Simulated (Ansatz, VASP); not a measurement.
# Two plane-wave programs on BP

The input INCAR:

```
PREC     = Accurate       # precision mode
ENCUT    = 520            # plane-wave cutoff, eV
EDIFF    = 1E-6           # SCF threshold, eV
ISMEAR   = -1             # smearing method
SIGMA    = 0.05           # smearing width, eV
LREAL    = False          # projectors in reciprocal space
LASPH    = True           # aspherical terms in the spheres
NELM     = 80             # most SCF steps
ALGO     = Normal         # electronic algorithm
ISIF     = 2              # what is computed and relaxed
LWAVE    = False          # write WAVECAR
LCHARG   = True           # write CHGCAR
GGA      = PS             # functional
LELF     = True           # ELF
LVHAR    = True         
NBANDS   = 11             # bands
```

The input KPOINTS:

```
Automatic mesh
0
Gamma
  10 10 10
```

Contents of POSCAR:

```
BP
1.0
    0.0000000000      2.2383340787      2.2383340787
    2.2383340787      0.0000000000      2.2383340787
    2.2383340787      2.2383340787      0.0000000000
P B
1 1
Direct
    0.7500000000      0.7500000000      0.7500000000
    0.0000000000      0.0000000000      0.0000000000
```

File input.yaml:

```yaml
crystal:
  lattice:
    - [0.0, 2.2383340787, 2.2383340787]
    - [2.2383340787, 0.0, 2.2383340787]
    - [2.2383340787, 2.2383340787, 0.0]
  atoms:
    - { symbol: P, position: [0.75, 0.75, 0.75] }
    - { symbol: B, position: [0.0, 0.0, 0.0] }
hamiltonian:
  xc: pbesol
  pseudopotentials: { kind: paw }
kpoints:
  mp_grid: { grid: [10, 10, 10] }
scf:
  occupations: { method: fermi_dirac, width: 0.05 }
output:
  forces: true
  stress: true
  eigenvalues: true
  write_density: true
  write_potential: true
  elf: true
  volumetric_format: npy
```

Alike in both runs: task single point; functional PBEsol; k mesh 10 × 10 × 10; occupations fermi-dirac, width 0.05 eV; no spin polarisation.

|  | VASP | Ansatz |
| --- | --- | --- |
| version | VASP 6.6.1 | Ansatz 0.2.0 |
| potentials or method | VASP PAW PBE potentials, release 64 (P, B) | Ansatz PAW |
| plane-wave cutoff (eV) | 520 | 420 |
| valence electrons in the cell | 8 | 8 |

|  | VASP | Ansatz | Ansatz less VASP |
| --- | --- | --- | --- |
| gap on the k mesh at the Fermi level (eV) | 1.08 | 1.08 | +0.004 |
| least direct gap on the mesh (eV) | 3.42 | 3.43 | +0.006 |
| pressure (GPa) | 5.3 | 5.2 | -0.10 |

The functional is the same, so the differences come from potentials, cutoffs and numerics.

Caveats: the PAW data sets were made with another functional, which shifts forces and pressure a little (VASP); the PAW data sets come from PBE, with cores solved anew for the run's functional, which leaves a small shift of forces and pressure (Ansatz). A k mesh can miss the band edges.
